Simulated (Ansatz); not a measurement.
ZrO2 (fluorite)

```
CELL_PARAMETERS angstrom
      0.00000     2.55794     2.55794
      2.55794     0.00000     2.55794
      2.55794     2.55794     0.00000
ATOMIC_POSITIONS crystal
  Zr 0.00000 0.00000 0.00000
  O  0.25000 0.25000 0.25000
  O  0.75000 0.75000 0.75000
```

The atoms are displaced by Q × the pattern below (from a DFPT mode at Γ, largest move 1; Q in Å), at fixed cell. It is one choice among 3 degenerate patterns.

```json
[
 {"atom": "O2", "x": "0.000", "y": "0.000", "z": "-1.000"},
 {"atom": "O3", "x": "0.000", "y": "0.000", "z": "1.000"}
]
```

Atoms not listed stay in place.

Method: PBE (plane waves to 420 eV, PAW, scalar-relativistic; Ansatz, a first-principles code). k mesh 11×11×11 (Γ-centred), Fermi-Dirac smearing 0.05 eV. The PAW data are Ansatz's earlier set. This is a high-temperature form of ZrO2. ZrO2 is run without spin polarisation. ZrO2 was relaxed with its symmetry unable to fall. 

```
Q (Å)   −dE/dQ from forces (eV/Å)
------  -------------------------
-0.280                     13.226
-0.233                     10.188
-0.187                      7.601
-0.140                      5.377
-0.093                      3.429
-0.047                      1.667
0.000                       0.000
0.047                      -1.667
0.093                      -3.429
0.140                      -5.377
0.187                      -7.601
0.233                     -10.188
0.280                     -13.226
```

Question: What harmonic wavenumber does the curvature at Q = 0 give?

Answer: 548 cm⁻¹. E″ = 35.39 eV/Å², M = Σ mᵢ|uᵢ|² = 32.0 u, ν̃ = 521.5·√(|E″|/M).

(For displaced atoms, the force is minus the slope of the energy, and its curvature is a force constant, which sets phonon frequencies.)
